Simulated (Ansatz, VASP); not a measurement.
# Ba: VASP beside Ansatz

INCAR

```
SYSTEM = Ba
PREC = Accurate
ENCUT = 520
EDIFF = 1E-6
ISMEAR = 0
SIGMA = 0.015
LREAL = .False.
LASPH = .True.
NELM = 60
ALGO = Fast
ISIF = 2
LWAVE = .False.
LCHARG = .False.
GGA = PE
NBANDS = 11
```

Contents of KPOINTS:

```
Automatic mesh
0
Gamma
  6 6 4
  0 0 0
```

Contents of POSCAR:

```
Ba
1.0
    4.3116136979      0.0000000000      0.0000000000
   -2.1558068490      3.7339669937      0.0000000000
    0.0000000000      0.0000000000      3.9134133000
Ba
1
Direct
    0.6470000000      0.2960000000      0.3940000000
```

Input for Ansatz:

```yaml
crystal:
  lattice:
    - [4.3116136979, 0.0, 0.0]
    - [-2.155806849, 3.7339669937, 0.0]
    - [0.0, 0.0, 3.9134133]
  atoms:
    - { symbol: Ba, position: [0.647, 0.296, 0.394] }
basis:
  ecutwfc: 420
kpoints:
  mp_grid: { grid: [6, 6, 4] }
hamiltonian:
  xc: pbe
scf:
  occupations: { method: gaussian, width: 0.015 }
output:
  forces: true
  stress: true
  eigenvalues: true
```

Alike in both runs: task single point; functional PBE; k mesh 6 × 6 × 4; occupations gaussian, width 0.015 eV; no spin polarisation.

|  | VASP | Ansatz |
| --- | --- | --- |
| version | VASP 6.6.1 | Ansatz 0.2.0 |
| potentials or method | VASP PAW PBE potentials, release 64 (Ba_sv) | scalar-relativistic, plane waves, PAW |
| plane-wave cutoff (eV) | 520 | 420 |
| valence electrons in the cell | 10 | 10 |

Ansatz gave:

| Item | Value |
| --- | --- |
| gap on the k mesh at the Fermi level (eV) | none |
| pressure (GPa) | 0.0 |
| largest component of the traceless stress (GPa) | 0.58 |

Task: Estimate VASP's values.

Result: gap on the k mesh at the Fermi level (eV): none; pressure (GPa): 0.1; largest component of the traceless stress (GPa): 0.61.

A gap of «none» marks a metal or a gap that the smearing closes.

Caveats: the k mesh is coarse (spacing up to 0.40 Å⁻¹), so the values aren't converged. Spin-orbit coupling is left out, which matters for the levels of Ba.
